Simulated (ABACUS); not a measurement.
# CdSe (Cadmoselite) (P6_3mc) in ABACUS: further runs

Runs on CdSe (Cadmoselite). Level: PW91. Tasks: equation of state.

Program: ABACUS 3.10.1. These are calculated values, not measurements. Logs are shortened: lines on timing, memory, paths and dates and some standing lists are left out, and cuts for length are marked.

## 1. The crystal as given

The structure is hexagonal, space group P6_3mc (No. 186). Conventional cell: a = 4.300 Å, b = 4.300 Å, c = 7.020 Å, α = 90.00°, β = 90.00°, γ = 120.00°. Around Cd (site symmetry 3m) lie 4 Se at 2.61 to 2.70 Å. Se (site symmetry 3m) has 4 Cd at 2.61 to 2.70 Å as nearest neighbours.

## 2. Equation of state, PW91, 26.42 Å³/atom (volume scaled by 0.94)

run_abacus.py

```python
"""ABACUS run from a structure file: ASE reads it, the script writes STRU, KPT and INPUT."""
import re
import subprocess
from ase.io import read
from ase.units import Bohr

atoms = read("POSCAR")
atoms = atoms[(-atoms.numbers).argsort(kind="stable")]  # ABACUS lists atoms element by element
pseudo = {'Cd': 'Cd.upf', 'Se': 'Se.upf'}
orbital = {'Cd': 'Cd_confined-atom_7au_3s2p2d1f.orb', 'Se': 'Se_confined-atom_7au_2s2p2d.orb'}
magmoms = None
kmesh = [5, 5, 3]
params = {
    'suffix': 'CdSe',
    'calculation': 'scf',
    'basis_type': 'lcao',
    'pseudo_dir': './',
    'orbital_dir': './',
    'symmetry': 1,
    'dft_functional': 'GGA_X_PW91+GGA_C_PW91',
    'ecutwfc': 103,
    'pseudo_rcut': 7,
    'nspin': 1,
    'nbands': 44,
    'ks_solver': 'genelpa',
    'smearing_method': 'fd',
    'smearing_sigma': 0.00367493,
    'scf_thr': 1e-07,
    'scf_nmax': 100,
    'mixing_type': 'broyden',
    'mixing_beta': 0.7,
    'cal_force': 1,
    'cal_stress': 1,
    'out_mul': 1,
}

symbols = atoms.get_chemical_symbols()
elements = list(dict.fromkeys(symbols))
lines = ["ATOMIC_SPECIES"] + [f"{e} {atoms.get_masses()[symbols.index(e)]:.4f} {pseudo[e]}" for e in elements]
if orbital:
    lines += ["", "NUMERICAL_ORBITAL"] + [orbital[e] for e in elements]
lines += ["", "LATTICE_CONSTANT", f"{1 / Bohr:.10f}", "", "LATTICE_VECTORS"]
lines += [" ".join(f"{x:.10f}" for x in v) for v in atoms.cell]
lines += ["", "ATOMIC_POSITIONS", "Direct"]
for e in elements:
    lines += ["", e, "0.0", str(symbols.count(e))]
    for i, p in enumerate(atoms.get_scaled_positions(wrap=False)):
        if symbols[i] == e:
            mag = "" if magmoms is None else " mag " + " ".join(str(x) for x in (magmoms[i] if isinstance(magmoms[i], list) else [magmoms[i]]))
            lines.append(" ".join(f"{x:.10f}" for x in p) + " 1 1 1" + mag)
open("STRU", "w").write("\n".join(lines) + "\n")
open("KPT", "w").write("K_POINTS\n0\nGamma\n%d %d %d 0 0 0\n" % tuple(kmesh))
open("INPUT", "w").write("INPUT_PARAMETERS\n" + "".join(f"{k:<20s}{v}\n" for k, v in params.items()))

done = subprocess.run(['mpirun', '-np', '4', 'abacus'])
if done.returncode:
    raise SystemExit(done.returncode)
log = open("OUT.CdSe/running_scf.log").read()
print("final energy (eV):", re.findall(r"FINAL_ETOT_IS (\S+)", log))
```

POSCAR

```
CdSe
1.0
    4.2122202675      0.0000000000      0.0000000000
   -2.1061101337      3.6478897580      0.0000000000
    0.0000000000      0.0000000000      6.8766944832
Cd Se
2 2
Direct
    0.6666666667      0.3333333333      0.5000000000
    0.3333333333      0.6666666667      0.0000000000
    0.6666666667      0.3333333333      0.8850000000
    0.3333333333      0.6666666667      0.3850000000
```

Potentials or basis: PseudoDojo NC SR 0.4.1 PBE standard, DZP LCAO (the cutoffs set its grid).

The run is started by

```
$ OMP_NUM_THREADS=1 python run_abacus.py > log
```

running log:

```text
ABACUS v3.10.1

               Atomic-orbital Based Ab-initio Computation at UStc

 ------------------------------------------------------------------------------------

 READING GENERAL INFORMATION
                           global_out_dir = OUT.CdSe/
                           global_in_card = INPUT
                               pseudo_dir = ./
                              orbital_dir = ./
                                    DSIZE = 4
                                    GSIZE = 1

 READING UNITCELL INFORMATION
                                    ntype = 2
                  lattice constant (Bohr) = 1.88973
              lattice constant (Angstrom) = 1

 READING ATOM TYPE 1
                               atom label = Cd
                      L=0, number of zeta = 3
                      L=1, number of zeta = 2
                      L=2, number of zeta = 2
                      L=3, number of zeta = 1
             number of atom for this type = 2

 READING ATOM TYPE 2
                               atom label = Se
                      L=0, number of zeta = 2
                      L=1, number of zeta = 2
                      L=2, number of zeta = 2
             number of atom for this type = 2

                        TOTAL ATOM NUMBER = 4
DIRECT COORDINATES
    atom                   x                   y                   z     mag                  vx                  vy                  vz
taud_Cd1            0.6666666667        0.3333333333        0.5000000000  0.0000        0.0000000000        0.0000000000        0.0000000000
taud_Cd2            0.3333333333        0.6666666667        0.0000000000  0.0000        0.0000000000        0.0000000000        0.0000000000
taud_Se1            0.6666666667        0.3333333333        0.8850000000  0.0000        0.0000000000        0.0000000000        0.0000000000
taud_Se2            0.3333333333        0.6666666667        0.3850000000  0.0000        0.0000000000        0.0000000000        0.0000000000

                          Volume (Bohr^3) = 713.065
                             Volume (A^3) = 105.665

 Lattice vectors: (Cartesian coordinate: in unit of a_0)
             +4.21222                  +0                  +0
             -2.10611            +3.64789                  +0
                   +0                  +0            +6.87669
 Reciprocal vectors: (Cartesian coordinate: in unit of 2 pi/a_0)
            +0.237404           +0.137066                  -0
                   -0           +0.274131                  -0
                   +0                  -0           +0.145419
 The esolver type has been set to : ksdft_lcao

                PAO radial cut off (Bohr) = 7

 Read in pseudopotential file is Cd.upf
                     pseudopotential type = NC
          exchange-correlation functional = PBE
                 nonlocal core correction = 1
                        valence electrons = 20
                                     lmax = 2
                           number of zeta = 4
                     number of projectors = 6
                           L of projector = 0
                           L of projector = 0
                           L of projector = 1
                           L of projector = 1
                           L of projector = 2
                           L of projector = 2
 XC functional updated to : GGA_X_PW91+GGA_C_PW91
          exchange-correlation functional = GGA_X_PW91+GGA_C_PW91
                PAO radial cut off (Bohr) = 7

 Read in pseudopotential file is Se.upf
                     pseudopotential type = NC
          exchange-correlation functional = PBE
                 nonlocal core correction = 1
                        valence electrons = 16
                                     lmax = 2
                           number of zeta = 3
                     number of projectors = 6
                           L of projector = 0
                           L of projector = 0
                           L of projector = 1
                           L of projector = 1
                           L of projector = 2
                           L of projector = 2
 XC functional updated to : GGA_X_PW91+GGA_C_PW91
          exchange-correlation functional = GGA_X_PW91+GGA_C_PW91
     initial pseudo atomic orbital number = 38

 SETUP THE ELECTRONS NUMBER
            electron number of element Cd = 20
      total electron number of element Cd = 40
            electron number of element Se = 16
      total electron number of element Se = 32
            AUTOSET number of electrons:  = 72
                           occupied bands = 36
                                   NLOCAL = 88
                                   NBANDS = 44
                                   NBANDS = 44
                                   NLOCAL = 88

[... 86 lines left out ...]
                   Input type of k points = Monkhorst-Pack(Gamma)
                                   nkstot = 75
                       right hand lattice = 1
(for reciprocal lattice: )
                             BRAVAIS TYPE = 4
                     BRAVAIS LATTICE NAME = 04. Hexagonal cell
                                    ibrav = 4
                       right hand lattice = 1
(for k-lattice: )
                             BRAVAIS TYPE = 4
                     BRAVAIS LATTICE NAME = 04. Hexagonal cell
                                    ibrav = 4
                       right hand lattice = 1
                        ROTATION MATRICES = 24
                               nkstot_ibz = 10
K-POINTS REDUCTION ACCORDING TO SYMMETRY
     IBZ    DIRECT_X    DIRECT_Y    DIRECT_Z  WEIGHT  ibz2bz
       1  0.00000000  0.00000000  0.00000000  0.0133       0
       2 -0.20000000  0.20000000  0.00000000  0.0800       1
       3 -0.40000000  0.40000000  0.00000000  0.0800       2
       4 -0.20000000  0.40000000  0.00000000  0.0800       6
       5  0.40000000  0.40000000  0.00000000  0.0800       7
       6  0.00000000  0.00000000  0.33333333  0.0267      25
       7 -0.20000000  0.20000000  0.33333333  0.1600      26
       8 -0.40000000  0.40000000  0.33333333  0.1600      27
       9 -0.20000000  0.40000000  0.33333333  0.1600      31
      10  0.40000000  0.40000000  0.33333333  0.1600      32

                               nkstot now = 10
[... K-POINTS DIRECT COORDINATES: 10 rows ...]

           k-point number in this process = 10
       minimum distributed K point number = 10
[... stars of the k points ...]

[... K-POINTS CARTESIAN COORDINATES: 10 rows ...]

[... K-POINTS DIRECT COORDINATES: 10 rows ...]

 SETUP PLANE WAVES FOR WAVE FUNCTIONS
     energy cutoff for wavefunc (unit:Ry) = 103
              fft grid for wave functions = [ 54, 54, 90 ]
                    number of plane waves = 15267
                         number of sticks = 511

 PARALLEL PW FOR WAVE FUNCTIONS
     PROC   COLUMNS(POT)             PW
        1            127           3815
        2            127           3815
        3            128           3818
        4            129           3819
 --------------- sum -------------------
        4            511          15267

 SET NONLOCAL PSEUDOPOTENTIAL PROJECTORS
 SET NONLOCAL PSEUDOPOTENTIAL PROJECTORS
 max number of nonlocal projetors among all species is 6

 -------------------------------------------
 SELF-CONSISTENT
 -------------------------------------------

 SETUP SEARCHING RADIUS FOR PROGRAM TO SEARCH ADJACENT ATOMS
                  longest orb rcut (Bohr) = 7
   longest nonlocal projector rcut (Bohr) = 1.94
                     search radius (Bohr) = 17.9
              searching radius is (Bohr)) = 17.9
         searching radius unit is (Bohr)) = 1.89
                         PeriodicBoundary = 1
                        Radius(unit:lat0) = 9.46
                                   glayer = [ 4, 4, 3 ]
                             glayer_minus = [ 3, 3, 2 ]

Find the coordinate range of the input atom(unit:lat0).
                                  min_tau = [ -19, -9.73, -13.8 ]
                                  max_tau = [ 21.1, 13.4, 19.8 ]
                                BoxNumber = [ 7, 7, 5 ]

 SETUP EXTENDED REAL SPACE GRID FOR GRID INTEGRATION
                          real space grid = [ 54, 54, 90 ]
                 big cell numbers in grid = [ 18, 18, 30 ]
             meshcell numbers in big cell = [ 3, 3, 3 ]
                        extended fft grid = [ 19, 19, 17 ]
                dimension of extened grid = [ 57, 57, 65 ]
                            UnitCellTotal = 75
              Atom number in sub-FFT-grid = 4
    Local orbitals number in sub-FFT-grid = 88
                                ParaV.nnr = 43476
                                 init_chg = atomic

 LCAO ALGORITHM --------------- ION=   1  ELEC=   1--------------------------------

 Density error is 0.0337070630465
----------------------------------------------------------
     Energy           Rydberg                 eV
----------------------------------------------------------
 E_KohnSham     -1187.1365206114     -16151.8209842096
 E_Harris       -1187.6200655372     -16158.3999504395
 E_Fermi        0.6510375874         8.8578208002
----------------------------------------------------------
[... 80 lines left out ...]
 Density error is 5.12875691628e-08
----------------------------------------------------------
     Energy           Rydberg                 eV
----------------------------------------------------------
 E_KohnSham     -1187.1862916844     -16152.4981543984
 E_KS(sigma->0) -1187.1862916055     -16152.4981533247
 E_Harris       -1187.1862919169     -16152.4981575612
 E_band         -125.2255681890      -1703.7812626580
 E_one_elec     -763.6839204511      -10390.4527891143
 E_Hartree      395.7460512069       5384.4012574142
 E_xc           -194.7709877625      -2649.9952386587
 E_Ewald        -624.4774345199      -8496.4513818920
 E_entropy(-TS) -0.0000001578        -0.0000021476
 E_descf        0.0000000000         0.0000000000
 E_exx          0.0000000000         0.0000000000
 E_Fermi        0.6772927665         9.2150408392
----------------------------------------------------------

 charge density convergence is achieved
 final etot is -16152.498154 eV
 EFERMI = 9.2150408392 eV

 STATE ENERGY(eV) AND OCCUPATIONS    NSPIN == 1
 1/10 kpoint (Cartesian) = 0.0000 0.0000 0.0000 (3126 pws)
       1       -93.1270      0.0266667
       2       -93.1270      0.0266667
       3       -54.1893      0.0266667
       4       -54.1893      0.0266667
       5       -54.1893      0.0266667
       6       -54.1893      0.0266667
[... 266 lines left out ...]
      43        15.4375    4.77997e-56
      44        15.8197    2.29085e-59

[... levels at 4 further k points ...]

 correction force for each atom along direction 1 is -0.00452944
 correction force for each atom along direction 2 is 0.00286499
 correction force for each atom along direction 3 is 2.75466e-05
------------------------------------------------------------------------------------------
 TOTAL-FORCE (eV/Angstrom)
------------------------------------------------------------------------------------------
                       Cd1         0.0000000000         0.0000000000         0.4069490281
                       Cd2         0.0000000000         0.0000000000         0.4069490281
                       Se1         0.0000000000         0.0000000000        -0.4069490281
                       Se2         0.0000000000         0.0000000000        -0.4069490281
------------------------------------------------------------------------------------------

----------------------------------------------------------------
 TOTAL-STRESS (KBAR)
----------------------------------------------------------------
        89.1154335095        -0.0000000012         0.0000000000
        -0.0000000012        89.1154335091         0.0000000000
         0.0000000000         0.0000000000        55.3263836427
----------------------------------------------------------------
 TOTAL-PRESSURE: 77.852417 KBAR

 --------------------------------------------
 !FINAL_ETOT_IS -16152.4981543984486052 eV
 --------------------------------------------
```

Run time: 5.6 s. Hardware: 4 MPI ranks of Intel Xeon 6975P-C (Granite Rapids), shared host; peak memory 0.52 GiB.

Results:

- Free energy: -16152.4982 eV
- Pressure: 7.8 GPa
- Largest force: 0.407 eV/Å
- Band gap on the k mesh: 1.00 eV, direct
- Mulliken charges: Cd +0.31; Se -0.31 e

Caveat: the atomic orbitals were generated for these runs and aren't a published set; Mulliken charges move with the basis; the potentials were made for another functional, which shifts forces and pressure; the basis of atomic orbitals isn't converged, which shifts pressures, moduli and gaps.

## 3. Equation of state, PW91, 27.54 Å³/atom (volume scaled by 0.98)

run_abacus.py is that of step 2.

POSCAR

```
CdSe
1.0
    4.2711400700      0.0000000000      0.0000000000
   -2.1355700350      3.6989158038      0.0000000000
    0.0000000000      0.0000000000      6.9728844864
Cd Se
2 2
Direct
    0.6666666667      0.3333333333      0.5000000000
    0.3333333333      0.6666666667      0.0000000000
    0.6666666667      0.3333333333      0.8850000000
    0.3333333333      0.6666666667      0.3850000000
```

Potentials or basis: PseudoDojo NC SR 0.4.1 PBE standard, DZP LCAO (the cutoffs set its grid).

The run is started by

```
$ OMP_NUM_THREADS=1 python run_abacus.py > log
```

It took 6.1 s on 4 MPI ranks of Intel Xeon 6975P-C (Granite Rapids), shared host; peak memory 0.52 GiB.

The run converged. Its results:

| Quantity | Value |
| --- | --- |
| Free energy | -16152.6723 eV |
| Pressure | 4.7 GPa |
| Largest force | 0.356 eV/Å |
| Band gap on the k mesh | 0.91 eV, direct |
| Mulliken charges | Cd +0.35; Se -0.35 e |

Caveat: the atomic orbitals were generated for these runs and aren't a published set; Mulliken charges move with the basis; the potentials were made for another functional, which shifts forces and pressure; the basis of atomic orbitals isn't converged, which shifts pressures, moduli and gaps.

## 4. Equation of state, PW91, 28.66 Å³/atom (volume scaled by 1.02)

run_abacus.py is that of step 3.

POSCAR

```
CdSe
1.0
    4.3284776511      0.0000000000      0.0000000000
   -2.1642388256      3.7485716056      0.0000000000
    0.0000000000      0.0000000000      7.0664914211
Cd Se
2 2
Direct
    0.6666666667      0.3333333333      0.5000000000
    0.3333333333      0.6666666667      0.0000000000
    0.6666666667      0.3333333333      0.8850000000
    0.3333333333      0.6666666667      0.3850000000
```

The run is started by

```
$ OMP_NUM_THREADS=1 python run_abacus.py > log
```

Wall time 5.6 s (4 MPI ranks of Intel Xeon 6975P-C (Granite Rapids), shared host); peak memory 0.52 GiB.

Results (log left out):

```yaml
Free_energy: -16152.7693 eV
Pressure: 2.3 GPa
Largest_force: 0.312 eV/Å
Band_gap_on_the_k_mesh: 0.81 eV, direct
Mulliken_charges: Cd +0.39, +0.40; Se -0.40, -0.39 e
```

Caveat: the atomic orbitals were generated for these runs and aren't a published set; Mulliken charges move with the basis; the potentials were made for another functional, which shifts forces and pressure; the basis of atomic orbitals isn't converged, which shifts pressures, moduli and gaps.

## 5. Equation of state, PW91, 29.79 Å³/atom (volume scaled by 1.06)

run_abacus.py is that of step 4.

POSCAR

```
CdSe
1.0
    4.3843351364      0.0000000000      0.0000000000
   -2.1921675682      3.7969456069      0.0000000000
    0.0000000000      0.0000000000      7.1576820134
Cd Se
2 2
Direct
    0.6666666667      0.3333333333      0.5000000000
    0.3333333333      0.6666666667      0.0000000000
    0.6666666667      0.3333333333      0.8850000000
    0.3333333333      0.6666666667      0.3850000000
```

The run is started by

```
$ OMP_NUM_THREADS=1 python run_abacus.py > log
```

It took 6.3 s on 4 MPI ranks of Intel Xeon 6975P-C (Granite Rapids), shared host; peak memory 0.52 GiB.

It converged, with:

- Free energy: -16152.8037 eV
- Pressure: 0.3 GPa
- Largest force: 0.274 eV/Å
- Band gap on the k mesh: 0.70 eV, direct
- Mulliken charges: Cd +0.43; Se -0.43 e

Caveat: the atomic orbitals were generated for these runs and aren't a published set; Mulliken charges move with the basis; the potentials were made for another functional, which shifts forces and pressure; the basis of atomic orbitals isn't converged, which shifts pressures, moduli and gaps.

## 6. Equation of state, PW91

Potentials or basis: PseudoDojo NC SR 0.4.1 PBE standard, DZP LCAO (the cutoffs set its grid).

This step only gathers the single runs of the series.

What came out:

| Property | Result |
| --- | --- |
| Equilibrium volume | 29.95 Å³/atom (rough: see the caveat) |
| Bulk modulus at fixed shape and positions | 47 GPa (rough) |

Energy against volume, from the lowest point:
```tsv
volume (Å³/atom)	energy (meV/atom)
26.416	76.39
27.540	32.84
28.665	8.59
29.789	0.00
```

Caveat: the atomic orbitals were generated for these runs and aren't a published set; the minimum lies outside the volumes run; the cell was scaled at fixed shape and fractional positions, which overstates the stiffness of a crystal with free parameters, most of all of layers and chains; the potentials were made for another functional, which shifts forces and pressure; the basis of atomic orbitals isn't converged, which shifts pressures, moduli and gaps.
